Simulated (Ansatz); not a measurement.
# W: the cost of one run

Computed with Ansatz 0.2.0 (DFT PBE, scalar-relativistic, plane waves, PAW, unless a step's input says otherwise).

The COD cell was measured well above room temperature, so it is larger than a cold one.

6 further runs of the same task are left out: 3 that didn't finish, 3 set aside as unsound or not needed.

### 1 The system as given

It takes space group Im-3m (No. 229, cubic). Conventional cell: a = 3.184 Å, b = 3.184 Å, c = 3.184 Å, α = 90.00°, β = 90.00°, γ = 90.00°. W (site symmetry m-3m) is surrounded by 8 W at 2.76 Å.

As a file:

```cif
data_structure
_symmetry_space_group_name_H-M 'Im-3m'
_symmetry_Int_Tables_number 229
_cell_length_a 3.1836
_cell_length_b 3.1836
_cell_length_c 3.1836
_cell_angle_alpha 90.000
_cell_angle_beta 90.000
_cell_angle_gamma 90.000
_cell_volume 32.27
loop_
_atom_site_label
_atom_site_type_symbol
_atom_site_symmetry_multiplicity
_atom_site_Wyckoff_symbol
_atom_site_fract_x
_atom_site_fract_y
_atom_site_fract_z
_atom_site_occupancy
W1 W 2 a 0.00000 0.00000 0.00000 1
```

It is built from the cell relaxed beforehand with the same method (16.13 Å³/atom).

### 2 The reference: the undisturbed cell on the scan's mesh

input.yaml reads:

```yaml
crystal:
  lattice:
    - [-1.5917793224, 1.5917793224, -1.5917793224]
    - [-1.5917793224, -1.5917793224, 1.5917793224]
    - [0.0, 6.3671172897, 6.3671172897]
  atoms:
    - { symbol: W, position: [0.0, 0.0, 0.0] }
    - { symbol: W, position: [0.5, 0.5, 0.25] }
    - { symbol: W, position: [0.0, 0.0, 0.5] }
    - { symbol: W, position: [0.5, 0.5, 0.75] }
basis:
  ecutwfc: 420
kpoints:
  mp_grid: { grid: [22, 22, 7] }
hamiltonian:
  xc: pbe
scf:
  occupations: { method: gaussian, width: 0.15 }
output:
  forces: true
  stress: true
  eigenvalues: true
  write_density: true
  write_potential: true
  elf: true
  volumetric_format: npy
```

Launch:

```
$ ansatz run input.yaml --threads 2 --pin off --max-ram 5120MiB --backend cpu --events-out ev --progress --plain --runs-dir out
```

Q: Estimate wall time and peak memory on 2 threads of AMD EPYC 7R32 (Zen 2), shared host.

About 24 s, with a peak of 0.96 GiB.
